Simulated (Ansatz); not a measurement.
**Niobium, beta-Sn type under r²SCAN: structure, energy and stiffness**

Aim: take niobium in the beta-Sn type structure, relax it, solve it on a dense k-mesh, switch on spin-orbit coupling, then scale the cell to 7 volumes from 88 to 112 % of the relaxed one and try a fit of the equation of state. The k-meshes are 13×13×9 for the relaxation; 22×22×19 for the dense run; 13×13×12 for spin-orbit coupling; 15×15×13 for the volumes.

Method: DFT r2SCAN, plane waves (500 eV) with PAW, scalar-relativistic; the PAW data stem from PBE, with regenerated cores, in Ansatz 0.2.0.

## 1. Starting point

It takes space group I4_1/amd (No. 141, tetragonal). The conventional cell has a = 5.171 Å, b = 5.171 Å, c = 2.823 Å, α = 90.00°, β = 90.00°, γ = 90.00°. Nb (site symmetry -4m2) has 6 Nb at 2.68 to 2.82 Å as nearest neighbours.

Structure file:

```
Nb
1.0
    -2.58551    2.58551    1.41169
     2.58551   -2.58551    1.41169
     2.58551    2.58551   -1.41169
Nb
2
Direct
  0.00000 0.00000 0.00000
  0.75000 0.25000 0.50000
```

## 2. Geometry optimisation

input.yaml reads:

```yaml
crystal:
  lattice:
    - [-2.5855055049, 2.5855055049, 1.4116860057]
    - [2.5855055049, -2.5855055049, 1.4116860057]
    - [2.5855055049, 2.5855055049, -1.4116860057]
  atoms:
    - { symbol: Nb, position: [0.0, 0.0, 0.0] }
    - { symbol: Nb, position: [0.75, 0.25, 0.5] }
hamiltonian:
  xc: r2scan
  pseudopotentials:
    kind: paw
    azcp:
      Nb: "pseudopotentials/Nb.paw.azcp"
basis:
  ecutwfc: 500
  fft_grid_basis: typed
kpoints:
  mp_grid: { grid: [13, 13, 9], shift: [0, 0, 0] }
magnetization:
  spin_polarized: false
scf:
  occupations: { method: fermi_dirac, width: 0.1 }
relax:
  max_steps: 60
  f_tol: 0.01
  cell: {}
```

Run with:

```bash
$ ansatz run input.yaml --threads 1 --pin off --max-ram 3584MiB --backend cpu --events-out ev --progress --plain --runs-dir out
```

Further steps of the session: Dense single point; A two-component run at the same geometry; At 88 % of the relaxed volume; At 92 % of the relaxed volume; At 96 % of the relaxed volume; At 100 % of the relaxed volume; At 104 % of the relaxed volume; At 108 % of the relaxed volume; At 112 % of the relaxed volume.

Before running it: what results should come out? Wanted: space group; conventional cell; volume; shortest distance; gap on the mesh; relative to bcc; V₀, B₀, B₀′.

The runs gave:

```
                      quantity                                               value
space group (spins left aside)                                       C2/c (No. 15)
             conventional cell  a = 2.743 Å, b = 9.891 Å, c = 3.029 Å, β = 116.65°
                        volume                                      18.363 Å³/atom
             shortest distance                                             2.743 Å
               gap on the mesh                        none (levels filled in part)
               relative to bcc                                       +142 meV/atom
                   V₀, B₀, B₀′                        18.357 Å³/atom, 171 GPa, 3.6
```

What this shows: The relaxation shrank the cell by 2.7 % in volume. What began as beta-Sn type has relaxed into C2/c. What follows belongs to that structure, not to the type named at the start. The mesh has less symmetry than the lattice, which may have let the distortion in. Against the reference form of niobium (bcc, computed apart with the same settings) it stands 142 meV/atom higher. Levels at the Fermi energy are filled in part, as in a metal. Totals with and without spin-orbit coupling (+5.4 eV/atom apart) can't be read as binding, since the two-component data shift the zero of energy. The fitted modulus is 171 GPa; letting shape and positions relax at each volume could only lower it.
